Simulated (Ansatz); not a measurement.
## TePb: the change of pressure with volume per atom

Periodic Kohn-Sham DFT of a crystal at fixed atoms; pressure and stress are positive in compression; the energy is the free energy less that of spherical unpolarised free atoms; site moments are those in the method's own spheres, positive along +z. The results are calculated, by Ansatz 0.2.0.

Cell of the first row (space group Fm-3m, No. 225):
```
CELL_PARAMETERS angstrom
0.00000 3.16110 3.16110
3.16110 0.00000 3.16110
3.16110 3.16110 0.00000
ATOMIC_POSITIONS crystal
Te 0.50000 0.50000 0.50000
Pb 0.00000 0.00000 0.00000
```

Settings of every row: method frozen-core PAW; functional PBEsol; relativity scalar; k mesh 10x10x10; filling fermi-dirac; smearing width 0.03 eV; wave cutoff 420 eV; paw set soft_2.

Atom start moment: 0 on all atoms.

Limits: PAW files made with PBE; no spin-orbit coupling on heavy atoms.

| row | volume per atom (Å³) | pressure (GPa) |
| --- | --- | --- |
| 1 | 31.588 | 2.885 |
| 2 | 32.26 | 1.728 |
| 3 | 32.932 | 0.692 |
| 4 | 33.268 | ? |
| 5 | 33.604 | -0.234 |
| 6 | 33.941 | -0.66 |
| 7 | 34.277 | -1.062 |
| 8 | 34.949 | -1.804 |
| 9 | 35.621 | -2.467 |

Question: what pressure should row 4 give?

Worked fit of pressure. Take u = (V_r/V)^(2/3) − 1 with V_r = 33.773 Å³ an atom, which is twice the finite (Eulerian) strain; such expansions in the strain, on which the Birch-Murnaghan equation of state is built, carry the rest volume and the bulk modulus. The shown rows have u = 0.0456, 0.03103, 0.01695, 0.00335, -0.0033, -0.00983, -0.02256, -0.03489. Least squares give pressure = −0.4503 + 64.15 × u + 188.61 × u² + 191 × u³ GPa; a parabola predicts inner rows, each left out in turn, worse (root mean square 0.0032 against 0.00078 GPa). The rows lie off it by 0.000, 0.000, 0.000, -0.001, 0.000, 0.001, 0.000, 0.000. The pressure vanishes at u = 0.0069, or V = 33.43 Å³ an atom, and there the bulk modulus at fixed shape and fractions is B = −V dP/dV = (2/3)(1 + u) dP/du = 44.8 GPa. The withheld row has u = 0.01009, so the fit gives −0.4503 + 64.15 × (0.01009) + 188.61 × (0.01009)² + 191 × (0.01009)³ = 0.216 GPa.

The calculation gave 0.216 GPa. The fit meets it to the printed digit.
